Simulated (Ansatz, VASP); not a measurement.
C: VASP beside Ansatz

Contents of INCAR:

```
PREC = Accurate
ENCUT = 900
EDIFF = 1E-6
ISMEAR = -1
SIGMA = 0.05
LREAL = F
LASPH = T
NELM = 60
ALGO = Fast
ISIF = 2
LWAVE = F
LCHARG = F
GGA = PE
```

Contents of KPOINTS:

```
regular mesh
0
Gamma
  12 12 4
```

POSCAR

```
C
1.0
    2.5221000000      0.0000000000      0.0000000000
   -1.2610500000      2.1842026709      0.0000000000
    0.0000000000      0.0000000000      8.2371000000
C
8
Direct
    0.6666666667      0.3333333333      0.8437500000
    0.3333333333      0.6666666667      0.3437500000
    0.6666666667      0.3333333333      0.6562500000
    0.3333333333      0.6666666667      0.1562500000
    0.0000000000      0.0000000000      0.9062500000
    0.0000000000      0.0000000000      0.4062500000
    0.0000000000      0.0000000000      0.5937500000
    0.0000000000      0.0000000000      0.0937500000
```

KPOINTS_OPT

```
path GMKGALHA,LM,KH
15
line-mode
reciprocal
 0.0000000000  0.0000000000  0.0000000000  G
 0.5000000000  0.0000000000  0.0000000000  M

 0.5000000000  0.0000000000  0.0000000000  M
 0.3333333333  0.3333333333  0.0000000000  K

 0.3333333333  0.3333333333  0.0000000000  K
 0.0000000000  0.0000000000  0.0000000000  G

 0.0000000000  0.0000000000  0.0000000000  G
 0.0000000000  0.0000000000  0.5000000000  A

 0.0000000000  0.0000000000  0.5000000000  A
 0.5000000000  0.0000000000  0.5000000000  L

 0.5000000000  0.0000000000  0.5000000000  L
 0.3333333333  0.3333333333  0.5000000000  H

 0.3333333333  0.3333333333  0.5000000000  H
 0.0000000000  0.0000000000  0.5000000000  A

 0.5000000000  0.0000000000  0.5000000000  L
 0.5000000000  0.0000000000  0.0000000000  M

 0.3333333333  0.3333333333  0.0000000000  K
 0.3333333333  0.3333333333  0.5000000000  H
```

The input input.yaml:

```yaml
crystal:
  lattice:
    - [2.5221, 0.0, 0.0]
    - [-1.26105, 2.1842026709, 0.0]
    - [0.0, 0.0, 8.2371]
  atoms:
    - { symbol: C, position: [0.6666666667, 0.3333333333, 0.84375] }
    - { symbol: C, position: [0.3333333333, 0.6666666667, 0.34375] }
    - { symbol: C, position: [0.6666666667, 0.3333333333, 0.65625] }
    - { symbol: C, position: [0.3333333333, 0.6666666667, 0.15625] }
    - { symbol: C, position: [0.0, 0.0, 0.90625] }
    - { symbol: C, position: [0.0, 0.0, 0.40625] }
    - { symbol: C, position: [0.0, 0.0, 0.59375] }
    - { symbol: C, position: [0.0, 0.0, 0.09375] }
hamiltonian:
  xc: pbe
  pseudopotentials: { kind: paw }
kpoints:
  mp_grid: { grid: [12, 12, 4] }
  band_path:
    path:
      - [[0.0, 0.0, 0.0], [0.5, 0.0, 0.0], [0.3333333333, 0.3333333333, 0.0], [0.0, 0.0, 0.0], [0.0, 0.0, 0.5], [0.5, 0.0, 0.5], [0.3333333333, 0.3333333333, 0.5], [0.0, 0.0, 0.5]]
      - [[0.5, 0.0, 0.5], [0.5, 0.0, 0.0]]
      - [[0.3333333333, 0.3333333333, 0.0], [0.3333333333, 0.3333333333, 0.5]]
    npoints: 10
scf:
  occupations: { method: fermi_dirac, width: 0.05 }
  n_extra_bands: 20
output:
  forces: true
  stress: true
  eigenvalues: true
  fatbands: false
```

This is a hexagonal form of diamond, not graphite.

Alike in both runs: task band structure; functional PBE; k mesh 12 × 12 × 4; occupations fermi-dirac, width 0.05 eV; no spin polarisation.

```csv
,VASP,Ansatz
version,VASP 6.6.1,Ansatz 0.2.0
potentials or method,"VASP PAW PBE potentials, release 64 (C_h)",Ansatz PAW
plane-wave cutoff (eV),900,420
valence electrons in the cell,32,32
```

|  | VASP | Ansatz | Ansatz less VASP |
| --- | --- | --- | --- |
| gap on the k mesh at the Fermi level (eV) | 4.42 | 4.42 | +0.002 |
| least direct gap on the mesh (eV) | 5.19 | 5.19 | -0.004 |
| gap along the band path (eV) | 4.42 | 4.42 | +0.004 |
| rms of the force components (eV/Å) | 0.187 | 0.187 | -0.0001 |

Atom by atom the forces differ by 0.001 eV/Å (rms over components). The functional is the same, so the differences come from potentials, cutoffs and numerics.

 Expect the measured gap to be larger: semilocal functionals such as PBE lack the derivative discontinuity.
